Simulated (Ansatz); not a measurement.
Runs of Ansatz 0.2.0 on Mg. It takes space group P6_3/mmc (No. 194, hexagonal). Conventional cell: a = 3.209 Å, b = 3.209 Å, c = 5.210 Å, α = 90.00°, β = 90.00°, γ = 120.00°. Mg (site symmetry -6m2) is surrounded by 12 Mg at 3.20 to 3.21 Å. 

| level | gap on the mesh (eV) | pressure (GPa) | relaxed volume (Å³/atom) |
| --- | --- | --- | --- |
| r2SCAN+D4 | none | 0.0 | (b) |
| r2SCAN | none | 0.0 | 22.63 |
| r2SCAN+D3(BJ)-ATM | none | 0.0 | (a) |
| r2SCAN+rVV10 | none | 0.0 | 22.53 |
| r2SCAN+D3(BJ) | none | 0.0 | 22.07 |

Alike in all rows: task relaxation of cell and atoms; potentials or basis Ansatz PAW; no spin polarisation; cell relaxed; k mesh 10 × 10 × 5; cutoff (eV) 500; smearing fermi-dirac 0.05 eV.

Task: Fill in the values left out.

Result: (a) 22.19; (b) 23.23.

Caveats: the plane-wave basis is chosen anew once the cell has moved, so the energies of steps on either side of that aren't comparable; the PAW data sets come from PBE, with cores solved anew for the run's functional, which leaves a small shift of forces and pressure; pairwise dispersion overbinds metals, which lowers pressure and volume (some runs); the dispersion damping was fitted for another functional or another form of the correction (some runs).

A gap of «none» marks a metal or a gap under the smearing width.
